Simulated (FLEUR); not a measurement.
Runs of FLEUR MaX-R8.1 (later development tree) on SnSe. It takes space group Pnma (No. 62, orthorhombic). Conventional cell: a = 11.420 Å, b = 4.190 Å, c = 4.460 Å, α = 90.00°, β = 90.00°, γ = 90.00°. Sn (site symmetry m) has 3 Se at 2.69 to 2.83 Å as nearest neighbours. Around Se (site symmetry m) lie 3 Sn at 2.69 to 2.83 Å. 

```tsv
task	level	gmax	muffin-tin radii	lmax	max iterations	mixing factor	kmax	gap on the mesh (eV)
band structure	LDA (Perdew-Zunger)	11.8 1/bohr	Sn 2.42, Se 2.29 bohr	Sn 10, Se 9	60	0.05	3.8 1/bohr	0.47
band structure	PBE	13.3 1/bohr	Sn 2.42, Se 2.29 bohr	Sn 10, Se 9	60	0.05	4.28 1/bohr	0.54
band structure	Wu-Cohen GGA	11.8 1/bohr	Sn 2.42, Se 2.29 bohr	Sn 10, Se 9	60	0.05	3.8 1/bohr	(a)
band structure	LDA (Wigner correlation)	13.3 1/bohr	Sn 2.42, Se 2.29 bohr	Sn 10, Se 9	60	0.05	4.28 1/bohr	0.44
band structure	PBE	20 1/bohr	Sn 2.42, Se 2.29 bohr	Sn 7, Se 6	60	0.05	4 1/bohr	0.54
band structure	PBE	17.5 1/bohr	Sn 2.42, Se 2.29 bohr	Sn 8, Se 8	60	0.05	3.5 1/bohr	0.54
```

Alike in all rows: potentials or basis all-electron, FLAPW; no spin polarisation; cell as given; k mesh 3 × 6 × 6; smearing fermi-dirac 0.05 eV.

Task: Fill in the values left out.

Result: (a) 0.48.

Caveats: spin-orbit coupling is left out, which moves the levels of the heavy elements.

A k mesh can miss the band edges, and the runs leave out spin-orbit coupling on Se, Sn.
